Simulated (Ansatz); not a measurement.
Here is the system:

CaF2:
```cif
data_CaF2
_chemical_formula_sum 'Ca1 F2'
_space_group_name_H-M_alt 'P 1'
_space_group_IT_number 1
_cell_length_a 3.76614
_cell_length_b 3.76614
_cell_length_c 3.76614
_cell_angle_alpha 60.000
_cell_angle_beta 60.000
_cell_angle_gamma 60.000
loop_
_space_group_symop_operation_xyz
  'x, y, z'
loop_
_atom_site_label
_atom_site_type_symbol
_atom_site_fract_x
_atom_site_fract_y
_atom_site_fract_z
_atom_site_occupancy
Ca1 Ca 0.00000 0.00000 0.00000 1
F1 F 0.75000 0.75000 0.75000 1
F2 F 0.25000 0.25000 0.25000 1
```

This is the LDA-relaxed structure.

Task: All from LDA in the plane-wave PAW code Ansatz, unless another level is named. Predict the hole effective mass.

Result: 0.73, 6.7, 6.7 mₑ (principal values).

Task: Predict the band gap.

Result: 7.38 eV (indirect).

Task: Next, the conduction-band minimum?

Result: at Γ.

Task: Predict the weight of the conduction-edge state by species (Voronoi cells).

Result: F 78 %, Ca 22 %.

Space group Fm-3m (fluorite). The LDA relaxation kept the symmetry of its start.

Potentials: the later of the program's two PAW sets.
